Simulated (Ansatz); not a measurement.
## Al: band structure with PBEsol

Al:

```xyz
1
Lattice="0.0000 2.0248 2.0248 2.0248 0.0000 2.0248 2.0248 2.0248 0.0000" Properties=species:S:1:pos:R:3 pbc="T T T"
Al    0.0000    0.0000    0.0000
```

```json
{
  "Program": "Ansatz 0.2.0",
  "Task": "band structure",
  "Functional": "PBEsol",
  "Potentials or basis": "all-electron LAPW, non-relativistic",
  "Cutoff": "130 eV (chosen from the basis error)",
  "Basis error allowed": "0.001 eV/atom",
  "k mesh": "11 × 11 × 11",
  "Occupations": "fermi-dirac, width 0.05 eV",
  "Spin": "no spin polarisation"
}
```

```json
{"Pressure": "-1.9 GPa", "Band gap along the path": "none (metal or under the smearing width)"}
```

Levels at the corners of the path, in eV from the Fermi level:
```csv
point,band 5,band 6,band 7,band 8,band 9
Γ,-11.08,12.54,12.54,12.54,13.98
X,-2.92,-1.60,5.24,5.53,5.53
W,-0.86,-0.86,0.15,1.10,15.72
K,-1.89,-1.37,-0.40,6.50,8.17
Γ,-11.08,12.54,12.54,12.54,13.98
L,-4.59,-4.35,11.30,11.30,11.39
U,-1.89,-1.37,-0.40,6.50,8.17
W,-0.86,-0.86,0.15,1.10,15.72
```

It took 2 s on 1 thread of Intel(R) Xeon(R) Platinum 8488C (Sapphire Rapids) (shared host), peak memory 0.24 GiB.
